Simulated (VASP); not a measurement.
# Re (P6_3/mmc) in VASP: notebook, part 2 of 2

VASP 6.6.1.

## (3) Relaxation of cell and atoms, LDA

The input, INCAR:

```
ALGO = Normal ; EDIFF = 1E-6
EDIFFG = -0.01 ; ENCUT = 600
IBRION = 2 ; ISIF = 3
ISMEAR = 1 ; LASPH = True
LCHARG = False ; LREAL = False
LWAVE = False ; NELM = 80
NSW = 90 ; PREC = Accurate
SIGMA = 0.1
```

The input, KPOINTS:

```
k-points
0
Gamma
  15 15 8
```

The input, POSCAR:

```
Re
1.0
    2.7608000000      0.0000000000      0.0000000000
   -1.3804000000      2.3909229348      0.0000000000
    0.0000000000      0.0000000000      4.4582000000
Re
2
Direct
    0.3333333333      0.6666666667      0.2500000000
    0.6666666667      0.3333333333      0.7500000000
```

Potentials or basis: VASP PAW LDA potentials, release 64 (Re).

Run with:

```console
> cat potpaw_LDA.64/Re/POTCAR > POTCAR
> mpirun -np 1 vasp_std > vasp.out
```

Run time: 95 s. Hardware: 1 thread of Intel Xeon Platinum 8375C at 2.90GHz (Ice Lake), shared host; peak memory 0.19 GiB.

Results (log left out):

| Item | Value |
| --- | --- |
| Free energy | -27.5310 eV |
| Relaxed volume | 14.39 Å³/atom |
| Relaxed cell | a = 2.738 Å, b = 2.738 Å, c = 4.432 Å, α = 90.00°, β = 90.00°, γ = 120.00° |
| Space group after relaxing (to 0.05 Å) | P6_3/mmc (No. 194) |
| Energy gained by relaxing | 8.9 meV/atom |
| Ionic steps | 7 |
| Pressure after relaxing | 0.1 GPa |
| Band gap on the k mesh | none (metal or under the smearing width) |

Step by step:
| step | energy change (eV) | largest force (eV/Å) | pressure (GPa) | volume (Å³) |
| --- | --- | --- | --- | --- |
| 1 | 0.0000 | 0.0000 | -8.66 | 29.43 |
| 2 | 0.3483 | 0.0000 | 48.61 | 26.17 |
| 3 | -0.0176 | 0.0000 | -0.38 | 28.82 |
| 4 | -0.0177 | 0.0000 | -0.07 | 28.79 |
| 5 | -0.0177 | 0.0000 | 0.12 | 28.78 |
| 6 | -0.0177 | 0.0000 | 0.10 | 28.78 |
| 7 | -0.0178 | 0.0000 | 0.10 | 28.78 |

Final structure:
```
Re
1.0
     2.73828    0.00000    0.00000
    -1.36914    2.37142    0.00000
     0.00000    0.00000    4.43235
Re
2
Direct
  0.33333 0.66667 0.25000
  0.66667 0.33333 0.75000
```

Levels at points of the mesh, in eV from the Fermi level:
```
           k point  band 4  band 5  band 6  band 7  band 8  band 9  band 10  band 11
(0.00, 0.00, 0.00)   -1.63   -1.63   -0.77   -0.77    0.21    0.21     0.80     3.48
(0.00, 0.00, 0.50)   -2.42   -1.76   -1.76   -1.76   -1.76    2.64     2.64     2.64
```

## (4) Relaxation of cell and atoms, LDA

This run uses another cell than the first one, of 14.39 Å³/atom, 0.978 times its volume.

INCAR: that of step 3 with these lines changed.

```diff
@@ -1,3 +1,3 @@
-ALGO = Normal ; EDIFF = 1E-6
-EDIFFG = -0.01 ; ENCUT = 600
+ALGO = Normal ; EDIFF = 1E-7
+EDIFFG = -0.005 ; ENCUT = 600
 IBRION = 2 ; ISIF = 3
```

KPOINTS is that of step 3.

The input, POSCAR:

```
Re                                      
1.0
    2.7382843115     -0.0000000000      0.0000000000
   -1.3691421558      2.3714237766     -0.0000000000
    0.0000000000     -0.0000000000      4.4323547668
  Re            
     2
Direct
     0.3333333332999970    0.6666666667000030    0.2500000000000000
     0.6666666667000030    0.3333333332999970    0.7500000000000000
```

Potentials or basis: VASP PAW LDA potentials, release 64 (Re).

Run with:

```console
> cat potpaw_LDA.64/Re/POTCAR > POTCAR
> mpirun -np 1 vasp_std > vasp.out
```

OUTCAR:

```text
EDIFF = 1E-7
   EDIFFG = -0.005
   ENCUT = 600
   IBRION = 2
   ISIF = 3
   ISMEAR = 1
   LASPH = True
   LREAL = False
   NELM = 80
   NSW = 90
   PREC = Accurate

 ion  position               nearest neighbor table
   1  0.333  0.667  0.250-   2 2.72   2 2.72   2 2.72   2 2.72   2 2.72   2 2.72
   2  0.667  0.333  0.750-   1 2.72   1 2.72   1 2.72   1 2.72   1 2.72   1 2.72

  LATTYP: Found a hexagonal cell.
 ALAT       =     2.7382843115
 C/A-ratio  =     1.6186612720

  Lattice vectors:

 A1 = (   2.7382843115,   0.0000000000,   0.0000000000)
 A2 = (  -1.3691421558,   2.3714237766,   0.0000000000)
 A3 = (   0.0000000000,   0.0000000000,   4.4323547668)

Analysis of symmetry for initial positions (statically):
=====================================================================
 Subroutine PRICEL returns:
 Original cell was already a primitive cell.

[... 269 lines left out ...]
      4       6.4667      2.00000
      5       6.4667      2.00000
      6       7.3255      2.00000
      7       7.3255      2.00000
      8       8.3064     -0.01074
      9       8.3064     -0.01074
     10       8.8933     -0.00000
     11      11.5720      0.00000
[... 309 lines left out ...]
 k-point    24 :       0.4000    0.2000    0.0000
  band No.  band energies     occupation
      1       2.7612      2.00000
      2       3.2119      2.00000
      3       3.2587      2.00000
      4       5.4236      2.00000
      5       5.7889      2.00000
      6       6.3956      2.00000
      7       7.7732      2.00005
      8      11.1745      0.00000
      9      11.9188      0.00000
     10      11.9357      0.00000
     11      14.9820      0.00000

 [... further k-points ...]

------------------------ aborting loop because EDIFF is reached ----------------------------------------

  FORCE on cell =-STRESS in cart. coord.  units (eV):
  Direction    XX          YY          ZZ          XY          YZ          ZX
  --------------------------------------------------------------------------------------
  -------------------------------------------------------------------------------------
  Total       -0.0013985     -0.0013985     -0.0007441      0.0000000     -0.0000000      0.0000000
  in kB       -0.0778290     -0.0778290     -0.0414087      0.0000000     -0.0000000      0.0000000
  external PRESSURE =      -0.0656889 kB  Pullay stress =       0.0000000 kB
[... 17 lines left out ...]
  FREE ENERGIE OF THE ION-ELECTRON SYSTEM (eV)
  ---------------------------------------------------
  free  energy   TOTEN  =       -27.5308461821 eV

  energy  without entropy=      -27.5310691611  energy(sigma->0) =      -27.53092051

 reached required accuracy - stopping structural energy minimisation
```

OSZICAR:

```text
N       E                     dE             d eps       ncg     rms          rms(c)
DAV:   1     0.138027977729E+03    0.13803E+03   -0.63438E+03  3141   0.145E+03
DAV:   2    -0.200618063718E+02   -0.15809E+03   -0.14815E+03  5125   0.579E+02
[... 16 lines left out ...]
   2 F= -.27530807E+02 E0= -.27530886E+02  d E =0.375361E-04
       N       E                     dE             d eps       ncg     rms          rms(c)
DAV:   1    -0.275308755955E+02   -0.69004E-04   -0.16317E-03  4539   0.104E+00    0.173E-01
DAV:   2    -0.275308522250E+02    0.23370E-04   -0.27292E-05  4615   0.121E-01    0.629E-02
DAV:   3    -0.275308461501E+02    0.60749E-05   -0.15574E-05  4809   0.793E-02    0.630E-03
DAV:   4    -0.275308461821E+02   -0.32027E-07   -0.11717E-07  2059   0.884E-03
   3 F= -.27530846E+02 E0= -.27530921E+02  d E =-.198412E-05
```

Wall time 47 s (1 thread of Intel Xeon Platinum 8375C at 2.90GHz (Ice Lake), shared host); peak memory 0.18 GiB.

What came out:

```yaml
Free_energy: -27.5308 eV
Relaxed_volume: 14.39 Å³/atom
Relaxed_cell: a = 2.738 Å, b = 2.738 Å, c = 4.433 Å, α = 90.00°, β = 90.00°, γ = 120.00°
Space_group_after_relaxing_to_0.05_Å: P6_3/mmc (No. 194)
Energy_gained_by_relaxing: 0.0 meV/atom
Ionic_steps: 3
Pressure_after_relaxing: 0.0 GPa
Band_gap_on_the_k_mesh: none (metal or under the smearing width)
```

Final structure:
```
Re
1.0
     2.73849    0.00000    0.00000
    -1.36925    2.37160    0.00000
     0.00000    0.00000    4.43270
Re
2
Direct
  0.33333 0.66667 0.25000
  0.66667 0.33333 0.75000
```

## (5) Relaxation of cell and atoms, PBE

The input, INCAR:

```
ALGO = Normal
EDIFF = 1E-6
EDIFFG = -0.01
ENCUT = 300
GGA = PE
IBRION = 2
ISIF = 3
ISMEAR = 1
LASPH = True
LCHARG = False
LREAL = False
LWAVE = False
NELM = 80
NSW = 90
PREC = Accurate
SIGMA = 0.1
```

The input, KPOINTS:

```
k-points
0
Gamma
  8 8 4
```

The input, POSCAR:

```
Re
1.0
    2.7608000000      0.0000000000      0.0000000000
   -1.3804000000      2.3909229348      0.0000000000
    0.0000000000      0.0000000000      4.4582000000
Re
2
Direct
    0.3333333333      0.6666666667      0.2500000000
    0.6666666667      0.3333333333      0.7500000000
```

Potentials or basis: VASP PAW PBE potentials, release 64 (Re).

Run with:

```console
> cat potpaw_PBE.64/Re/POTCAR > POTCAR
> mpirun -np 1 vasp_std > vasp.out
```

It took 14 s on 1 thread of Intel Xeon 6975P-C (Granite Rapids), shared host; peak memory 0.12 GiB.

The run converged. Its results:

* Free energy: -24.7874 eV
* Relaxed volume: 14.87 Å³/atom
* Relaxed cell: a = 2.764 Å, b = 2.764 Å, c = 4.495 Å, α = 90.00°, β = 90.00°, γ = 120.00°
* Space group after relaxing (to 0.05 Å): P6_3/mmc (No. 194)
* Energy gained by relaxing: 3.0 meV/atom
* Ionic steps: 10
* Pressure after relaxing: 0.0 GPa
* Band gap on the k mesh: none (metal or under the smearing width)

The path:
```
step  energy change (eV)  largest force (eV/Å)  pressure (GPa)  volume (Å³)
   1              0.0000                0.0000            4.22        29.43
   2              0.0646                0.0000          -15.16        31.11
   3             -0.0056                0.0000           -0.55        29.79
   4             -0.0056                0.0000           -0.48        29.78
   5             -0.0056                0.0000           -0.36        29.77
   6             -0.0053                0.0000            0.83        29.69
   7             -0.0060                0.0000            0.16        29.74
   8             -0.0060                0.0000            0.16        29.74
   9             -0.0059                0.0000           -0.38        29.78
  10             -0.0060                0.0000            0.01        29.75
```

Final structure:
```cif
data_structure
_symmetry_space_group_name_H-M 'P 1'
_symmetry_Int_Tables_number 1
_cell_length_a 2.7642
_cell_length_b 2.7642
_cell_length_c 4.4954
_cell_angle_alpha 90.000
_cell_angle_beta 90.000
_cell_angle_gamma 120.000
_cell_volume 29.75
loop_
_atom_site_label
_atom_site_type_symbol
_atom_site_fract_x
_atom_site_fract_y
_atom_site_fract_z
_atom_site_occupancy
Re1 Re 0.33333 0.66667 0.25000 1
Re2 Re 0.66667 0.33333 0.75000 1
```

Levels at points of the mesh, in eV from the Fermi level:
| k point | band 3 | band 4 | band 5 | band 6 | band 7 | band 8 | band 9 | band 10 | band 11 |
| --- | --- | --- | --- | --- | --- | --- | --- | --- | --- |
| (0.00, 0.00, 0.00) | -1.57 | -1.47 | -1.47 | -0.67 | -0.67 | 0.30 | 0.30 | 0.59 | 3.37 |
| (0.50, 0.00, 0.00) | -5.11 | -1.78 | -1.63 | -1.35 | -0.58 | 4.02 | 4.30 | 4.52 | 6.03 |
| (0.00, 0.00, 0.50) | -2.33 | -2.33 | -1.58 | -1.58 | -1.58 | -1.58 | 2.56 | 2.56 | 2.56 |
| (0.50, 0.00, 0.50) | -3.99 | -3.99 | 0.48 | 0.48 | 0.98 | 0.98 | 4.31 | 4.31 | 4.75 |

## (6) Overview

```tsv
task	level	potentials or basis	cell	k mesh	cutoff (eV)	gap on the mesh (eV)	pressure (GPa)	relaxed volume (Å³/atom)
relaxation of shape and atoms at fixed volume	LDA	VASP PAW LDA potentials, release 64 (Re)	atoms relaxed at fixed volume from: a relaxed cell with its volume scaled by 1.06	15 × 15 × 8	600	none	-21.1	-
relaxation of cell and atoms	LDA	VASP PAW LDA potentials, release 64 (Re)	relaxed	15 × 15 × 8	600	none	0.0	14.39
relaxation of cell and atoms	PBE	VASP PAW PBE potentials, release 64 (Re)	relaxed	8 × 8 × 4	300	none	0.0	14.87
```

Alike in all rows: no spin polarisation; smearing methfessel-paxton 0.1 eV.

Caveats: the relaxation stopped at its first step, so nothing moved (some runs).

Absolute energies hang on the potentials; compare differences alone.
